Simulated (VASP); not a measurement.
# BN (P6_3mc) in VASP: notebook, part 2 of 2

VASP 6.6.1. The steps go on from the part before.

**3. Relaxation of cell and atoms, LDA**

Input file INCAR:

```
SYSTEM = BN
PREC = Accurate ; ENCUT = 600
EDIFF = 1E-6 ; ISMEAR = 0
SIGMA = 0.02 ; LREAL = .FALSE.
LASPH = .TRUE. ; NELM = 100
ALGO = Normal ; ISIF = 3
LWAVE = .FALSE. ; LCHARG = .FALSE.
IBRION = 2 ; NSW = 100
EDIFFG = -0.002
```

Input file KPOINTS:

```
Automatic mesh
0
G
  12 12 6
  0 0 0
```

Input file POSCAR:

```
BN
1.0
    2.5232970818      0.0000000000      0.0000000000
   -1.2616485409      2.1852393741      0.0000000000
    0.0000000000      0.0000000000      4.1764264572
B N
2 2
Direct
    0.6666666667      0.3333333333      0.9996937030
    0.3333333333      0.6666666667      0.4996937030
    0.6666666667      0.3333333333      0.6253062970
    0.3333333333      0.6666666667      0.1253062970
```

Potentials or basis: VASP PAW LDA potentials, release 64 (B, N).

The run is started by

```console
> cat potpaw_LDA.64/B/POTCAR potpaw_LDA.64/N/POTCAR > POTCAR
> mpirun -np 1 vasp_std > vasp.out
```

OUTCAR:

```text
SYSTEM = BN
   PREC = Accurate
   ENCUT = 600
   EDIFF = 1E-6
   ISMEAR = 0
   LREAL = .FALSE.
   LASPH = .TRUE.
   NELM = 100
   ISIF = 3
   IBRION = 2
   NSW = 100
   EDIFFG = -0.002

 ion  position               nearest neighbor table
   1  0.667  0.333  1.000-   4 1.55   4 1.55   4 1.55   3 1.56
   2  0.333  0.667  0.500-   3 1.55   3 1.55   3 1.55   4 1.56
   3  0.667  0.333  0.625-   2 1.55   2 1.55   2 1.55   1 1.56
   4  0.333  0.667  0.125-   1 1.55   1 1.55   1 1.55   2 1.56

  LATTYP: Found a hexagonal cell.
 ALAT       =     2.5232970818
 C/A-ratio  =     1.6551465491

  Lattice vectors:

 A1 = (   2.5232970818,   0.0000000000,   0.0000000000)
 A2 = (  -1.2616485409,   2.1852393741,   0.0000000000)
 A3 = (   0.0000000000,   0.0000000000,   4.1764264572)

Analysis of symmetry for initial positions (statically):
=====================================================================
 Subroutine PRICEL returns:
 Original cell was already a primitive cell.

 Routine SETGRP: Setting up the symmetry group for a
 hexagonal supercell.

 Subroutine GETGRP returns: Found 12 space group operations
 (whereof  6 operations were pure point group operations)
 out of a pool of 24 trial point group operations.

The static configuration has the point symmetry C_3v.
 The point group associated with its full space group is C_6v.

Analysis of symmetry for dynamics (positions and initial velocities):
=====================================================================
 Subroutine PRICEL returns:
 Original cell was already a primitive cell.

 Routine SETGRP: Setting up the symmetry group for a
 hexagonal supercell.

 Subroutine GETGRP returns: Found 12 space group operations
 (whereof  6 operations were pure point group operations)
 out of a pool of 24 trial point group operations.

The dynamic configuration has the point symmetry C_3v.
[... 144 lines left out ...]

 number of electron      16.0000002 magnetization

 Free energy of the ion-electron system (eV)
  ---------------------------------------------------
  ext. energy  EPLUGINS =         0.00000000
  ---------------------------------------------------
  free energy    TOTEN  =       -38.76056115 eV

  energy without entropy =      -38.76056115  energy(sigma->0) =      -38.76056115

------------------------ aborting loop because EDIFF is reached ----------------------------------------

  FORCE on cell =-STRESS in cart. coord.  units (eV):
  Direction    XX          YY          ZZ          XY          YZ          ZX
  --------------------------------------------------------------------------------------
  -------------------------------------------------------------------------------------
  Total        0.0959059      0.0959059      0.0530017      0.0000000      0.0000000      0.0000000
  in kB        6.6724251      6.6724251      3.6874640      0.0000000      0.0000000      0.0000000
  external PRESSURE =       5.6774380 kB  Pullay stress =       0.0000000 kB
[... 177 lines left out ...]
--------------------------------------- Ionic step        6  -------------------------------------------

 number of electron      16.0000002 magnetization

 Free energy of the ion-electron system (eV)
  ---------------------------------------------------
  ext. energy  EPLUGINS =         0.00000000
  ---------------------------------------------------
  free energy    TOTEN  =       -38.76062295 eV

  energy without entropy =      -38.76062295  energy(sigma->0) =      -38.76062295

 E-fermi :   8.0008     XC(G=0): -13.2132

 val. band max:        7.8613397168   @ k =   0.0000   0.0000   0.0000
 cond. band min:      12.7686497783   @ k =   0.3333   0.3333   0.0000
 fundamental gap:      4.9073100615
 Fermi energy:         8.0007926533

 k-point     1 :       0.0000    0.0000    0.0000
  band No.  band energies     occupation
      1     -12.6710      2.00000
      2      -8.3428      2.00000
      3      -3.3238      2.00000
      4       5.6767      2.00000
      5       5.6767      2.00000
      6       7.5659      2.00000
      7       7.8613      2.00000
      8       7.8613      2.00000
      9      16.1949      0.00000
     10      16.1949      0.00000
     11      16.4775      0.00000
     12      17.7690      0.00000
[... 331 lines left out ...]
 k-point    24 :       0.3333   -0.0000    0.1667
  band No.  band energies     occupation
      1     -10.1558      2.00000
      2      -7.2651      2.00000
      3      -1.1399      2.00000
      4       0.3381      2.00000
      5       1.8285      2.00000
      6       3.4377      2.00000
      7       5.2797      2.00000
      8       5.8987      2.00000
      9      14.7332      0.00000
     10      16.1744      0.00000
     11      18.7932      0.00000
     12      18.9774      0.00000

 [... further k-points ...]

------------------------ aborting loop because EDIFF is reached ----------------------------------------

  FORCE on cell =-STRESS in cart. coord.  units (eV):
  Direction    XX          YY          ZZ          XY          YZ          ZX
  --------------------------------------------------------------------------------------
  -------------------------------------------------------------------------------------
  Total        0.0016218      0.0016218      0.0014475      0.0000000      0.0000000      0.0000000
  in kB        0.1126763      0.1126763      0.1005652      0.0000000      0.0000000      0.0000000
  external PRESSURE =       0.1086393 kB  Pullay stress =       0.0000000 kB
[... 19 lines left out ...]
  FREE ENERGIE OF THE ION-ELECTRON SYSTEM (eV)
  ---------------------------------------------------
  free  energy   TOTEN  =       -38.7606229528 eV

  energy  without entropy=      -38.7606229528  energy(sigma->0) =      -38.76062295

 reached required accuracy - stopping structural energy minimisation
```

OSZICAR:

```text
N       E                     dE             d eps       ncg     rms          rms(c)
DAV:   1     0.532636168464E+02    0.53264E+02   -0.96171E+03  1832   0.146E+03
DAV:   2    -0.386766523376E+02   -0.91940E+02   -0.85543E+02  2528   0.278E+02
[... 30 lines left out ...]
DAV:   1    -0.387606228563E+02   -0.19843E-06   -0.73273E-05  2004   0.838E-02    0.245E-03
DAV:   2    -0.387606228001E+02    0.56195E-07   -0.60423E-07  1536   0.778E-03
   5 F= -.38760623E+02 E0= -.38760623E+02  d E =-.150692E-06
       N       E                     dE             d eps       ncg     rms          rms(c)
DAV:   1    -0.387606229600E+02   -0.10374E-06   -0.12488E-05  1920   0.347E-02    0.963E-04
DAV:   2    -0.387606229528E+02    0.72275E-08   -0.11389E-07   952   0.331E-03
   6 F= -.38760623E+02 E0= -.38760623E+02  d E =-.303395E-06
```

CONTCAR:

```text
BN
   1.00000000000000
     2.5247030701333006    0.0000000000000000    0.0000000000000000
    -1.2623515350666503    2.1864569957140061   -0.0000000000000000
     0.0000000000000000    0.0000000000000000    4.1775470777574890
  B               N
     2     2
Direct
     0.6666666667000030    0.3333333332999970    0.9996998482539429
     0.3333333332999970    0.6666666667000030    0.4996998482539429
     0.6666666667000030    0.3333333332999970    0.6253001517460571
     0.3333333332999970    0.6666666667000030    0.1253001517460571

  0.00000000E+00  0.00000000E+00  0.00000000E+00
  0.00000000E+00  0.00000000E+00  0.00000000E+00
  0.00000000E+00  0.00000000E+00  0.00000000E+00
  0.00000000E+00  0.00000000E+00  0.00000000E+00
```

Run time: 48 s. Hardware: 1 thread of Intel Xeon Platinum 8488C (Sapphire Rapids), shared host; peak memory 0.14 GiB.

Results:

```yaml
Free_energy: -38.7606 eV
Relaxed_volume: 5.77 Å³/atom
Relaxed_cell: a = 2.525 Å, b = 2.525 Å, c = 4.178 Å, α = 90.00°, β = 90.00°, γ = 120.00°
Space_group_after_relaxing_to_0.05_Å: P6_3mc (No. 186)
Energy_gained_by_relaxing: 0.0 meV/atom
Ionic_steps: 6
Pressure_after_relaxing: 0.0 GPa
Band_gap_on_the_k_mesh: 4.91 eV, indirect (least direct gap 8.27 eV)
```

Final structure:
```
B N
1.0
     2.52470    0.00000    0.00000
    -1.26235    2.18646    0.00000
     0.00000    0.00000    4.17755
B N
2 2
Cartesian
  1.2624 0.7288 4.1763
  0.0000 1.4576 2.0875
  1.2624 0.7288 2.6122
  0.0000 1.4576 0.5234
```

A k mesh can miss the band edges.

**4. Single point, LDA**

Input file INCAR:

```
SYSTEM = BN
PREC     = Accurate       ! precision mode
ENCUT    = 520            ! plane-wave cutoff, eV
EDIFF    = 1E-7           ! SCF threshold, eV
ISMEAR   = 0              ! smearing method
SIGMA    = 0.02           ! smearing width, eV
LREAL    = .FALSE.        ! projectors in reciprocal space
LASPH    = .TRUE.         ! aspherical terms in the spheres
NELM     = 100            ! most SCF steps
ALGO     = Fast           ! electronic algorithm
ISIF     = 2              ! what is computed and relaxed
LWAVE    = .FALSE.        ! write WAVECAR
LCHARG   = .TRUE.         ! write CHGCAR
GGA      = CA             ! functional
LELF     = .TRUE.         ! ELF
LVHAR    = .TRUE.       
NBANDS   = 16             ! bands
```

Input file KPOINTS:

```
regular mesh
0
G
  12 12 6
  0 0 0
```

Input file POSCAR:

```
BN
1.0
    2.5231814711      0.0000000000      0.0000000000
   -1.2615907356      2.1851392523      0.0000000000
    0.0000000000      0.0000000000      4.1751542026
B N
2 2
Direct
    0.6666666667      0.3333333333      0.9997010673
    0.3333333333      0.6666666667      0.4997010673
    0.6666666667      0.3333333333      0.6252989327
    0.3333333333      0.6666666667      0.1252989327
```

The run is started by

```console
> cat potpaw_LDA.64/B/POTCAR potpaw_LDA.64/N/POTCAR > POTCAR
> mpirun -np 1 vasp_std > vasp.out
```

It took 20 s on 1 thread of Intel Xeon Platinum 8488C (Sapphire Rapids), shared host; peak memory 0.13 GiB.

Results (log left out):

| Quantity | Value |
| --- | --- |
| Free energy | -38.7555 eV |
| Pressure | 1.0 GPa |
| Band gap on the k mesh | 4.90 eV, indirect (least direct gap 8.28 eV) |

Forces on the atoms (eV/Å):
```
B    0.000  0.000 -0.002
B    0.000  0.000 -0.002
N    0.000  0.000  0.002
N    0.000  0.000  0.002
```

Levels at points of the mesh, in eV from the valence-band top:
```csv
k point,band 6,band 7,band 8,band 9,band 10,band 11
"(0.00, 0.00, 0.00)",-0.30,0.00,0.00,8.34,8.34,8.62
"(0.50, 0.00, 0.00)",-5.14,-4.60,-2.18,6.71,7.88,10.60
"(0.00, 0.00, 0.50)",-1.21,-1.21,-1.21,9.70,9.70,9.93
"(0.50, 0.00, 0.50)",-3.89,-3.67,-3.67,6.58,6.58,10.14
```

A k mesh can miss the band edges. Expect the measured gap to be larger: semilocal functionals such as LDA lack the derivative discontinuity.
